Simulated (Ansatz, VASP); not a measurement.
## One calculation of InSb, two programs

Contents of INCAR:

```
PREC = Accurate
ENCUT = 520
EDIFF = 1E-6
ISMEAR = -1
SIGMA = 0.05
LREAL = False
LASPH = True
NELM = 80
ALGO = Normal
ISIF = 2
LWAVE = False
LCHARG = True
GGA = PE
LELF = True
LVHAR = True
NBANDS = 16
```

File KPOINTS:

```
Automatic mesh
0
Gamma
  3 3 3
```

File POSCAR:

```
InSb
1.0
    0.0000000000      3.2391000000      3.2391000000
    3.2391000000      0.0000000000      3.2391000000
    3.2391000000      3.2391000000      0.0000000000
In Sb
1 1
Direct
    0.0000000000      0.0000000000      0.0000000000
    0.7500000000      0.7500000000      0.7500000000
```

Input for Ansatz:

```yaml
crystal:
  lattice:
    - [0.0, 3.2391, 3.2391]
    - [3.2391, 0.0, 3.2391]
    - [3.2391, 3.2391, 0.0]
  atoms:
    - { symbol: In, position: [0.0, 0.0, 0.0] }
    - { symbol: Sb, position: [0.75, 0.75, 0.75] }
kpoints:
  mp_grid: { grid: [3, 3, 3] }
scf:
  occupations: { method: fermi_dirac, width: 0.05 }
hamiltonian:
  xc: pbe
  pseudopotentials: { kind: all_electron, lapw: { basis_error: 0.00025 } }
output:
  forces: true
  stress: true
  eigenvalues: true
```

Alike in both runs: task single point; functional PBE; k mesh 3 × 3 × 3; occupations fermi-dirac, width 0.05 eV; no spin polarisation.

|  | VASP | Ansatz |
| --- | --- | --- |
| version | VASP 6.6.1 | Ansatz 0.2.0 |
| potentials or method | VASP PAW PBE potentials, release 64 (In_d, Sb) | all-electron LAPW, scalar-relativistic |
| plane-wave cutoff (eV) | 520 | see its input |

```csv
,VASP,Ansatz,Ansatz less VASP
pressure (GPa),4.8,4.8,+0.01
```

Ansatz ran all-electron here, so the differences hold the error of VASP's frozen core and of both bases.

Caveats: the k mesh is coarse (spacing up to 0.56 Å⁻¹), so the values aren't converged. Spin-orbit coupling is left out, which matters for the levels of Sb.
